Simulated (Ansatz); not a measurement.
A band-structure calculation of zincblende GaAs with the plane-wave code Ansatz, at the level PBE. The cell was relaxed beforehand with r2SCAN.

The input:
```yaml
crystal:
  lattice:
    - [0.0, 2.8330850939, 2.8330850939]
    - [2.8330850939, 0.0, 2.8330850939]
    - [2.8330850939, 2.8330850939, 0.0]
  atoms:
    - { symbol: Ga, position: [0.0, 0.0, 0.0] }
    - { symbol: As, position: [0.25, 0.25, 0.25] }
kpoints:
  mp_grid: { grid: [8, 8, 8] }
  band_path:
    path:
      - [[0.0, 0.0, 0.0], [-0.5, -0.5, -7.733653955038e-34], [-0.375, -0.375, 0.25]]
      - [[-0.375, 1.560838826904e-17, 0.375], [0.0, 0.0, 0.0], [-1.374239974208e-18, -1.374239974208e-18, 0.5], [-0.5, -0.25, 0.25], [-0.5, -0.5, -7.733653955038e-34]]
    npoints: 10
hamiltonian:
  xc: pbe
scf:
  occupations: { method: fermi_dirac, width: 0.02 }
  n_extra_bands: 4
output:
  forces: true
  stress: true
  eigenvalues: true
  write_density: true
  write_potential: true
  elf: true
  volumetric_format: npy
```

Run as `ansatz run input.yaml --threads 2 --pin off --max-ram 2211MiB --backend cpu --events-out ev --progress --plain --runs-dir out`. Wall time 2.7 s on 2 threads of Arm Neoverse V1 (shared host), load about 0.4 per core; peak host memory 0.32 GiB.

Output, abridged:
```
Pseudopotential: Ga, paw, valence charge 13, recommended cutoff 420 eV (normal)
Pseudopotential: As, paw, valence charge 15, recommended cutoff 420 eV (normal)
Functional definition: PBE
Crystal: 2 atoms, lattice volume = 45.479 Å³
Basis set: ecut = 420 eV, 893 PW (Γ)
Bands: 18, of which v1, the nominal top of the filled ones, is band 14 counted from 1 (13 counted from 0)
Symmetry: 24 space group operations
Space group: F-43m (ITA 216)
k-points: 29 of 512 (time reversal used)
SCF 1 converged in 6 iterations: F = -8639.839700 eV  dr2 = 2.24e-8
Free energy (F): -8639.839700 eV
Fermi energy:    8.338497 eV
--- Stress (GPa, compression-positive) ---
        2.774024       0.000000       0.000000
        0.000000       2.774024       0.000000
        0.000000       0.000000       2.774024
  P = ⅓ Tr σ = 2.7740 GPa (27.740 kbar)
--- Band table (eV; the first three rows and the last of 29) ---
  k-point 0: bands = […, -6.5999, -6.5999, -4.5858, 8.0945, 8.0945, 8.0945, 8.5605, 11.8319, 11.8319, 11.8319]
  k-point 1: bands = […, -6.6001, -6.6001, -4.4049, 6.1294, 7.8613, 7.8613, 9.6543, 12.1763, 12.1763, 12.2803]
  k-point 2: bands = […, -6.5997, -6.5997, -3.9001, 3.9725, 7.4238, 7.4238, 9.5257, 12.6920, 12.6920, 14.0190]
  k-point 28: bands = […, -6.6103, -6.5963, -2.0582, 1.4985, 4.5948, 4.7877, 12.6866, 12.8151, 13.4887, 14.1409]
```

The rows of the band table are 0: (0, 0, 0) = Γ, 1: (0, 0, 1/8), 2: (0, 0, 1/4), 28: (1/4, -1/2, -1/4) = W.

Levels along the path, in eV from the valence top (v1 is the last filled band, c1 the first empty one):
```
point  distance (1/Å)     v3     v2     v1    c1    c2
    Γ            0.00   0.00   0.00   0.00  0.47  3.74
    ·            0.22  -1.57  -0.45  -0.45  1.97  3.27
    ·            0.44  -3.27  -1.28  -1.28  2.32  3.27
    ·            0.67  -4.85  -2.01  -2.01  1.72  2.93
    ·            0.89  -6.18  -2.49  -2.49  1.44  2.12
    X            1.11  -6.78  -2.65  -2.65  1.48  1.67
    ·            1.19  -6.77  -2.76  -2.63  1.55  1.80
    ·            1.27  -6.75  -3.01  -2.58  1.63  2.25
    ·            1.34  -6.71  -3.33  -2.50  1.72  2.94
    ·            1.42  -6.66  -3.61  -2.38  1.83  3.75
    U            1.50  -6.59  -3.82  -2.24  1.97  4.63
    K            1.50  -6.59  -3.82  -2.24  1.97  4.63
    ·            1.62  -6.44  -3.93  -1.97  2.22  5.77
    ·            1.85  -5.79  -3.47  -1.32  2.68  5.69
    ·            2.09  -4.54  -2.42  -0.67  2.66  4.75
    ·            2.32  -2.82  -1.13  -0.22  2.15  3.98
    ·            2.56  -0.81  -0.15  -0.02  1.14  3.74
    Γ            2.68   0.00   0.00   0.00  0.47  3.74
    ·            2.77  -0.64  -0.04  -0.04  0.98  3.78
    ·            2.97  -2.41  -0.32  -0.32  1.61  4.20
    ·            3.16  -4.12  -0.67  -0.67  1.43  4.60
    ·            3.35  -5.56  -0.96  -0.96  1.16  4.70
    ·            3.54  -6.47  -1.11  -1.11  1.00  4.65
    L            3.64  -6.60  -1.13  -1.13  0.98  4.64
    ·            3.72  -6.59  -1.34  -1.16  1.19  4.58
    ·            3.87  -6.52  -2.30  -1.43  2.14  4.28
    ·            4.03  -6.45  -3.20  -1.92  3.01  4.18
    ·            4.19  -6.47  -3.66  -2.54  3.70  4.43
    ·            4.34  -6.58  -3.61  -3.13  4.34  4.82
    W            4.42  -6.60  -3.50  -3.31  4.59  4.72
    ·            4.48  -6.60  -3.48  -3.29  4.41  4.41
    ·            4.59  -6.64  -3.35  -3.19  3.44  3.59
    ·            4.70  -6.69  -3.11  -3.01  2.57  2.76
    ·            4.81  -6.75  -2.85  -2.81  1.90  2.10
    ·            4.92  -6.78  -2.68  -2.67  1.53  1.72
    X            4.98  -6.78  -2.65  -2.65  1.48  1.67
```

Planar averages along the third cell vector, from rho_z.tsv and v_z.tsv (valence density with its augmentation; electrostatic potential energy of an electron, of which only differences have a meaning):
```tsv
z (Å)	ρ (e/Å³)	v_es (eV)
0.00	1.400	2.46
0.30	1.035	1.43
0.45	0.880	1.70
0.74	1.137	3.46
1.04	1.338	5.50
1.34	0.859	6.33
1.48	0.568	6.47
1.78	0.239	7.31
2.08	0.142	9.20
2.37	0.107	10.42
2.52	0.099	10.50
2.82	0.102	9.86
3.12	0.141	8.04
3.41	0.290	6.01
3.56	0.491	5.14
3.86	1.204	3.42
```

With PBE the gap is 0.47 eV and direct, at Γ. Edges are sought over the mesh and the listed points. The mean pressure is +2.77 GPa (compression positive), so PBE would enlarge the cell's volume.

No spin polarisation and no zero-point or thermal motion.

The runs are scalar-relativistic, without spin-orbit coupling.
